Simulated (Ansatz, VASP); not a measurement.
# MnO in VASP and in Ansatz

File INCAR:

```
  ALGO = Normal
  EDIFF = 1E-7
  ENCUT = 520
  GGA = PS
  ISIF = 2
  ISMEAR = -1
  ISPIN = 2
  LASPH = T
  LCHARG = F
  LDAU = T
  LDAUJ = 0 0
  LDAUL = 2 -1
  LDAUPRINT = 1
  LDAUTYPE = 2
  LDAUU = 2 0
  LMAXMIX = 4
  LORBIT = 11
  LREAL = F
  LWAVE = F
  MAGMOM = 4 0
  NBANDS = 20
  NELM = 150
  PREC = Accurate
  SIGMA = 0.05
```

KPOINTS

```
k-points
0
Gamma
  10 10 10
```

File POSCAR:

```
MnO
1.0
    0.0000000000      2.2239077028      2.2239077028
    2.2239077028      0.0000000000      2.2239077028
    2.2239077028      2.2239077028      0.0000000000
Mn O
1 1
Direct
    0.0000000000      0.0000000000      0.0000000000
    0.5000000000      0.5000000000      0.5000000000
```

input.yaml

```yaml
crystal:
  lattice:
    - [0.0, 2.2239077028, 2.2239077028]
    - [2.2239077028, 0.0, 2.2239077028]
    - [2.2239077028, 2.2239077028, 0.0]
  atoms:
    - { symbol: Mn, position: [0.0, 0.0, 0.0], spin: 4.0 }
    - { symbol: O, position: [0.5, 0.5, 0.5] }
kpoints:
  mp_grid: { grid: [10, 10, 10] }
scf:
  occupations: { method: fermi_dirac, width: 0.05 }
hamiltonian:
  xc: pbesol
  pseudopotentials: { kind: all_electron, lapw: { basis_error: 0.001 } }
  hubbard:
    sites: [{ species: Mn, l: d, u_eff: 2 }]
    double_counting: fll
    projectors: ortho-atomic
magnetization:
  spin_polarized: true
output:
  forces: true
  stress: true
  eigenvalues: true
  dos: { projected: false, de: 0.2, e_range: [-20, 10] }
  hubbard: {}
```

Alike in both runs: functional PBEsol; k mesh 10 × 10 × 10; occupations fermi-dirac, width 0.05 eV; collinear spin; Hubbard terms Mn d U = 2.0 eV.

|  | VASP | Ansatz |
| --- | --- | --- |
| version | VASP 6.6.1 | Ansatz 0.2.0 |
| potentials or method | VASP PAW PBE potentials, release 64 (Mn_pv, O) | all-electron LAPW, scalar-relativistic |
| plane-wave cutoff (eV) | 520 | see its input |
| task | single point | density of states |

```tsv
	VASP	Ansatz	Ansatz less VASP
gap on the k mesh at the Fermi level (eV)	none	none	-
pressure (GPa)	-0.3	0.4	+0.76
net moment per atom (μB)	2.50	2.50	+0.001
size of the moment on the site where the two differ most (μB)	0.19	0.22	+0.033
```

Site moments also hang on the region over which each program counts them. The programs project onto different local orbitals, so the same U acts differently. A gap of «none» marks a metal or a gap that the smearing closes. Ansatz ran all-electron here, so the differences hold the error of VASP's frozen core and of both bases.

Caveats: a cell with one magnetic atom can't hold antiferromagnetic order, which such compounds often take; the PAW data sets were made with another functional, which shifts forces and pressure a little (VASP); the magnetic state may not be the lowest (Ansatz); U is the effective U less J, on atomic orbitals that reach past the spheres (Ansatz); the density of states is complete only up to the lowest level of the last band computed (Ansatz). The state reached can hang on the start; a lower one may exist.
